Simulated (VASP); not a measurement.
# CdSe (P6_3mc) in VASP: notebook

CdSe is run at these levels: PBE+D3(BJ), PBE+D4, revPBE+D4; tasks: single point.

All numbers are computed with VASP 6.6.1; they aren't measurements. Logs are shortened: lines on timing, memory, paths and dates and some standing lists are left out, and cuts for length are marked.

**What was measured.**

A printed reference work, data compilation reports, for a bulk crystal of CdSe at 2 K: band gap 1.841 eV.

The results are compared with them further down.

### 1 The cell of the first run

Symmetry: P6_3mc, No. 186, hexagonal system. The conventional cell has a = 4.322 Å, b = 4.322 Å, c = 7.063 Å, α = 90.00°, β = 90.00°, γ = 120.00°. Within 3.5 Å of Cd (site symmetry 3m) lie 4 Se at 2.65 Å. Within 3.5 Å of Se (site symmetry 3m) lie 4 Cd at 2.65 Å.

### 2 Single point, PBE+D3(BJ)

Input file INCAR:

```
  PREC = Accurate
  ENCUT = 520
  EDIFF = 1E-7
  ISMEAR = -1
  SIGMA = 0.05
  LREAL = False
  LASPH = True
  NELM = 80
  ALGO = Normal
  ISIF = 2
  LWAVE = False
  LCHARG = False
  GGA = PE
  IVDW = 12
  NBANDS = 26
```

Input file KPOINTS:

```
Automatic mesh
0
Gamma
  7 7 4
```

Input file POSCAR:

```
CdSe
1.0
    4.3217618714      0.0000000000      0.0000000000
   -2.1608809357      3.7427555698      0.0000000000
    0.0000000000      0.0000000000      7.0630622421
Cd Se
2 2
Direct
    0.6666666667      0.3333333333      0.5048615480
    0.3333333333      0.6666666667      0.0048615480
    0.6666666667      0.3333333333      0.8801384520
    0.3333333333      0.6666666667      0.3801384520
```

Potentials or basis: VASP PAW PBE potentials, release 64 (Cd, Se).

Launch:

```
$ cat potpaw_PBE.64/Cd/POTCAR potpaw_PBE.64/Se/POTCAR > POTCAR
$ mpirun -np 1 vasp_std > vasp.out
```

OUTCAR:

```text
PREC = Accurate
   ENCUT = 520
   EDIFF = 1E-7
   ISMEAR = -1
   LREAL = False
   LASPH = True
   NELM = 80
   ISIF = 2
   GGA = PE
   IVDW = 12
 IVDW          = 12

 ion  position               nearest neighbor table
   1  0.667  0.333  0.505-   4 2.65   4 2.65   4 2.65   3 2.65
   2  0.333  0.667  0.005-   3 2.65   3 2.65   3 2.65   4 2.65
   3  0.667  0.333  0.880-   2 2.65   2 2.65   2 2.65   1 2.65
   4  0.333  0.667  0.380-   1 2.65   1 2.65   1 2.65   2 2.65

  LATTYP: Found a hexagonal cell.
 ALAT       =     4.3217618714
 C/A-ratio  =     1.6343015771

  Lattice vectors:

 A1 = (   4.3217618714,   0.0000000000,   0.0000000000)
 A2 = (  -2.1608809357,   3.7427555698,   0.0000000000)
 A3 = (   0.0000000000,   0.0000000000,   7.0630622421)

Analysis of symmetry for initial positions (statically):
=====================================================================
 Subroutine PRICEL returns:
 Original cell was already a primitive cell.

 Routine SETGRP: Setting up the symmetry group for a
 hexagonal supercell.

 Subroutine GETGRP returns: Found 12 space group operations
 (whereof  6 operations were pure point group operations)
 out of a pool of 24 trial point group operations.

The static configuration has the point symmetry C_3v.
 The point group associated with its full space group is C_6v.

Analysis of symmetry for dynamics (positions and initial velocities):
=====================================================================
 Subroutine PRICEL returns:
 Original cell was already a primitive cell.

 Routine SETGRP: Setting up the symmetry group for a
 hexagonal supercell.

 Subroutine GETGRP returns: Found 12 space group operations
 (whereof  6 operations were pure point group operations)
 out of a pool of 24 trial point group operations.

The dynamic configuration has the point symmetry C_3v.
 The point group associated with its full space group is C_6v.

 Subroutine INISYM returns: Found 12 space group operations
 (whereof  6 operations are pure point group operations),
 and found     1 'primitive' translations

----------------------------------------------------------------------------------------

                                     Primitive cell

  volume of cell :     114.2471

  direct lattice vectors                    reciprocal lattice vectors
     4.321761871  0.000000000  0.000000000     0.231387112  0.133591412  0.000000000
    -2.160880936  3.742755570  0.000000000     0.000000000  0.267182823  0.000000000
     0.000000000  0.000000000  7.063062242     0.000000000  0.000000000  0.141581649
[... 87 lines left out ...]
   EDIFF  = 0.1E-06   stopping-criterion for ELM
   LREAL  =      F    real-space projection
   EDIFFG = 0.1E-05   stopping-criterion for IOM
   NSW    =      0    number of steps for IOM
   IBRION =     -1    ionic relax: 0-MD 1-quasi-New 2-CG
   NFREE  =      0    steps in history (QN), initial steepest desc. (CG)
   ISIF   =      2    stress and relaxation
   ISYM   =      2    0-nonsym 1-usesym 2-fastsym
   POTIM  = 0.5000    time-step for ionic-motion
   TEBEG  =    0.0;   TEEND  =   0.0 temperature during run
   PSTRESS=    0.0 pullay stress
   NELECT =      36.0000    total number of electrons
   NUPDOWN=      -1.0000    fix difference up-down
   EMIN   =  10.00;   EMAX   =-10.00  energy-range for DOS
   EFERMI =   0.00;   METHOD = LEGACY
   ISMEAR =    -1;   SIGMA  =   0.05  broadening in eV -4-tet -1-fermi 0-gaus
   EFERMI_NEDOS =   21; number of points for ismear=-14 and -15
   IALGO  =     38    algorithm
   IMIX   =      4    mixing-type and parameters
     AMIX     =   0.40;   BMIX     =  1.00
     AMIX_MAG =   1.60;   BMIX_MAG =  1.00
  volume/ion in A,a.u.               =      28.56       192.74
  Fermi-wavevector in a.u.,A,eV,Ry     =   1.114022  2.105197 16.885452  1.241046
  Thomas-Fermi vector in A             =   2.250613
   LORBIT       =      0    0 simple, 1 ext, 2 COOP (PROOUT), +10 PAW based schemes
   GGA     = PE    functional components
   LHFCALC =     F    Hartree Fock is set to
   AEXX    =    0.0000 exact exchange contribution
   IVDW    =    12    specifies the selected vdW correction
   LEPSILON=     F    determine dielectric tensor
   LRPA    =     F    only Hartree local field effects (RPA)
 non-spin polarized calculation
  energy-cutoff  :      520.00
  volume of cell :      114.25
 maximum number of plane-waves:      3090
   NGX = 17   NGY = 17   NGZ = 27

 number of electron      35.9999986 magnetization

 Free energy of the ion-electron system (eV)
  ---------------------------------------------------
  ext. energy  EPLUGINS =         0.00000000
  ---------------------------------------------------
  free energy    TOTEN  =       -10.95631813 eV

  energy without entropy =      -10.95629172  energy(sigma->0) =      -10.95630493

 E-fermi :   1.1727     XC(G=0):  -8.8102

 val. band max:        0.8288416564   @ k =   0.0000   0.0000   0.0000
 cond. band min:       1.4576378062   @ k =   0.0000   0.0000   0.0000
 fundamental gap:      0.6287961498
 Fermi energy:         1.1726672559

 k-point     1 :       0.0000    0.0000    0.0000
  band No.  band energies     occupation
      1     -11.6894      2.00000
      2     -11.3261      2.00000
      3      -7.0532      2.00000
      4      -7.0452      2.00000
      5      -7.0452      2.00000
      6      -6.9800      2.00000
[... 685 lines left out ...]
     25       8.8822      0.00000
     26       8.8822      0.00000

------------------------ aborting loop because EDIFF is reached ----------------------------------------

 Edisp (eV)   -1.25271

 E8    (eV) :    -0.5355

  FORCE on cell =-STRESS in cart. coord.  units (eV):
  Direction    XX          YY          ZZ          XY          YZ          ZX
  --------------------------------------------------------------------------------------
  -------------------------------------------------------------------------------------
  Total       0.20689     0.20689     0.21138     0.00000     0.00000     0.00000
  in kB       2.90140     2.90140     2.96436     0.00000     0.00000     0.00000
  external pressure =        2.92 kB  Pullay stress =        0.00 kB

 VOLUME and BASIS-vectors are now :
 -----------------------------------------------------------------------------
  energy-cutoff  :      520.00
  volume of cell :      114.25
      direct lattice vectors                 reciprocal lattice vectors
     4.321761871  0.000000000  0.000000000     0.231387112  0.133591412  0.000000000
    -2.160880936  3.742755570  0.000000000     0.000000000  0.267182823  0.000000000
     0.000000000  0.000000000  7.063062242     0.000000000  0.000000000  0.141581649

 POSITION                                       TOTAL-FORCE (eV/Angst)
 -----------------------------------------------------------------------------------
      2.16088      1.24759      3.56587        -0.000000      0.000000      0.001000
     -0.00000      2.49517      0.03434         0.000000      0.000000      0.001000
      2.16088      1.24759      6.21647         0.000000     -0.000000     -0.001000
     -0.00000      2.49517      2.68494        -0.000000      0.000000     -0.001000
 -----------------------------------------------------------------------------------
    total drift:                               -0.000000     -0.000000     -0.000338

  FREE ENERGIE OF THE ION-ELECTRON SYSTEM (eV)
  ---------------------------------------------------
  free  energy   TOTEN  =       -12.2090237096 eV

  energy  without entropy=      -12.2089973092  energy(sigma->0) =      -12.20901051
```

OSZICAR:

```text
N       E                     dE             d eps       ncg     rms          rms(c)
DAV:   1     0.240431579991E+03    0.24043E+03   -0.17035E+04  1248   0.125E+03
DAV:   2     0.121733098684E+01   -0.23921E+03   -0.23157E+03  1344   0.309E+02
DAV:   3    -0.116056942805E+02   -0.12823E+02   -0.12751E+02  1482   0.714E+01
DAV:   4    -0.117107065773E+02   -0.10501E+00   -0.10494E+00  1372   0.608E+00
DAV:   5    -0.117113567363E+02   -0.65016E-03   -0.65015E-03  1430   0.462E-01    0.853E+00
DAV:   6    -0.109898567040E+02    0.72150E+00   -0.12357E+00  1460   0.108E+01    0.675E+00
DAV:   7    -0.109572145026E+02    0.32642E-01   -0.51965E-01  1316   0.365E+00    0.258E+00
DAV:   8    -0.109559868860E+02    0.12276E-02   -0.51998E-02  1296   0.227E+00    0.382E-01
DAV:   9    -0.109560794793E+02   -0.92593E-04   -0.70963E-03  1380   0.960E-01    0.104E-01
DAV:  10    -0.109562299798E+02   -0.15050E-03   -0.81449E-04  1322   0.309E-01    0.723E-02
DAV:  11    -0.109563219521E+02   -0.91972E-04   -0.21590E-04  1292   0.831E-02    0.283E-02
DAV:  12    -0.109563161404E+02    0.58116E-05   -0.41706E-05  1418   0.673E-02    0.878E-03
DAV:  13    -0.109563180421E+02   -0.19016E-05   -0.10644E-05  1276   0.261E-02    0.544E-03
DAV:  14    -0.109563181253E+02   -0.83247E-07   -0.61740E-07  1256   0.448E-03
   1 F= -.12209024E+02 E0= -.12209011E+02  d E =-.264004E-04
```

Run time: 24 s. Hardware: 1 thread of Intel Xeon 6975P-C (Granite Rapids), shared host; peak memory 0.26 GiB.

What came out:

| Item | Value |
| --- | --- |
| Free energy | -12.2090 eV |
| Pressure | 0.3 GPa |
| Band gap on the k mesh | 0.63 eV |
| Dispersion energy per atom | -0.313 eV |

Levels at points of the mesh, in eV from the valence-band top:
| k point | band 15 | band 16 | band 17 | band 18 | band 19 | band 20 | band 21 | band 22 |
| --- | --- | --- | --- | --- | --- | --- | --- | --- |
| (0.00, 0.00, 0.00) | -0.74 | -0.05 | 0.00 | 0.00 | 0.63 | 2.20 | 5.86 | 5.86 |
| (0.00, 0.00, 0.50) | -0.39 | -0.39 | -0.39 | -0.39 | 2.35 | 2.35 | 5.83 | 5.83 |

[end of part 1 of 2]
